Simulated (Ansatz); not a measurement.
## Notes on TiPbO3

```
Pb Ti O
1.0
     3.88552    0.00000    0.00000
     0.00000    3.88552    0.00000
     0.00000    0.00000    8.30519
Pb Ti O
2 2 6
Direct
  0.00000 0.00000 0.00000
  0.00000 0.00000 0.50000
  0.50000 0.50000 0.27050
  0.50000 0.50000 0.77050
  0.50000 0.50000 0.05740
  0.50000 0.50000 0.55740
  0.50000 0.00000 0.31040
  0.50000 0.00000 0.81040
  0.00000 0.50000 0.31040
  0.00000 0.50000 0.81040
```

Method: r2SCAN, with U_eff = 2.56 eV on Ti d (all-electron-ortho-atomic projectors), collinear spin; PAW, plane waves to 500 eV, 5×5×2 (shifted by 0.5, 0.5, 0 steps) mesh, fermi-dirac occupations (width 0.0688 eV) (Ansatz 0.2.0), atoms fixed.

The state carries no moments; the state need not be the lowest.

Q: What does the stress say?

A: The pressure is 3.2 GPa (compression positive), so with the atoms held at these fractions the cell would first expand.

Q: Give the Bader charges.

A: Bader charges in e: Ti +2.38, Pb +1.43, O -1.29 to -1.23. In the mean Ti gives up most and O takes most.

Q: Metal or insulator? Give the gap.

A: The gap is 2.41 eV, indirect or between spins (the least direct gap found is 2.90 eV).

Q: Where is the largest force?

A: The largest is on O5 (and as large on other atoms): 0.21 eV/Å, components (0.00, 0.00, -0.21). It makes 180° with the line to a nearest neighbour, Ti3 at 1.77 Å, pointing away from it.

Origin: a database entry at a rescaled volume. Caveats: the input typed no starting moments; no spin-orbit coupling, which can shift this gap by tenths of an eV; the mesh misses a band edge that the path finds.
